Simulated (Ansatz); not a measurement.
Input of an Ansatz 0.2.0 run:

File input.yaml:

```yaml
crystal:
  lattice:
    - [3.1967, 0.0, 0.0]
    - [-1.59835, 2.7684234083, 0.0]
    - [0.0, 0.0, 5.0578]
  atoms:
    - { symbol: Hf, position: [0.6666666667, 0.3333333333, 0.75] }
    - { symbol: Hf, position: [0.3333333333, 0.6666666667, 0.25] }
hamiltonian:
  xc: rpbe
  pseudopotentials: { kind: nc_fr }
magnetization:
  noncollinear: true
  spin_orbit: true
kpoints:
  mp_grid: { grid: [10, 10, 5] }
scf:
  occupations: { method: fermi_dirac, width: 0.01 }
output:
  forces: true
  stress: true
  eigenvalues: true
```

Potentials or basis: PseudoDojo standard (PBE files).

Run with:

```sh
$ ansatz run input.yaml --threads 1 --pin off --max-ram 2560MiB --backend cpu --events-out ev --progress --plain --runs-dir out
```

Q: Estimate the pressure.

A: 3.4 GPa.

Q: Estimate the band gap on the k mesh.

A: None (metal or under the smearing width).

Stress tensor (GPa, compression positive):
```
3.55 0.00 0.00
0.00 3.55 0.00
0.00 0.00 3.11
```

Caveat: the potentials were made for another functional, which shifts forces and pressure.
